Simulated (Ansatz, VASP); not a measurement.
# SiO2 in VASP and in Ansatz

```
CELL_PARAMETERS angstrom
-2.38770 2.38770 3.50492
2.38770 -2.38770 3.50492
2.38770 2.38770 -3.50492
ATOMIC_POSITIONS crystal
Si 0.00000 0.00000 0.00000
Si 0.75000 0.25000 0.50000
O 0.96701 0.62500 0.84201
O 0.37500 0.21701 0.34201
O 0.78299 0.12500 0.15799
O 0.87500 0.03299 0.65799
```

Change from the starting cell: strain -0.050 along x and y, -0.050 along z, atoms carried along.

Alike in both runs: task single point; functional PBE; k mesh 6 × 6 × 6; occupations gaussian, width 0.05 eV; no spin polarisation.

|  | VASP | Ansatz |
| --- | --- | --- |
| version | VASP 6.6.1 | Ansatz 0.2.0 |
| potentials or method | VASP PAW PBE potentials, release 64 (Si, O) | scalar-relativistic, plane waves, PAW |
| plane-wave cutoff (eV) | 520 | 420 |
| valence electrons in the cell | 32 | 32 |

|  | VASP | Ansatz | Ansatz less VASP |
| --- | --- | --- | --- |
| gap on the k mesh at the Fermi level (eV) | 6.45 | 6.45 | -0.001 |
| least direct gap on the mesh (eV) | 6.45 | 6.45 | -0.001 |
| pressure (GPa) | 32.3 | 32.0 | -0.24 |
| largest component of the traceless stress (GPa) | 0.30 | 0.34 | +0.041 |
| rms of the force components (eV/Å) | 0.903 | 0.904 | +0.0005 |

Atom by atom the forces differ by 0.001 eV/Å (rms over components). With one functional, cell and mesh, what is left measures potentials, basis and numerics.

Caveats: so large a pressure means that the cell lies far from this level's equilibrium, or that cutoff or potentials fall short (VASP); forces of over 1 eV/Å show positions far from the minimum, so gaps and moduli don't describe the material at rest. A k mesh can miss the band edges.
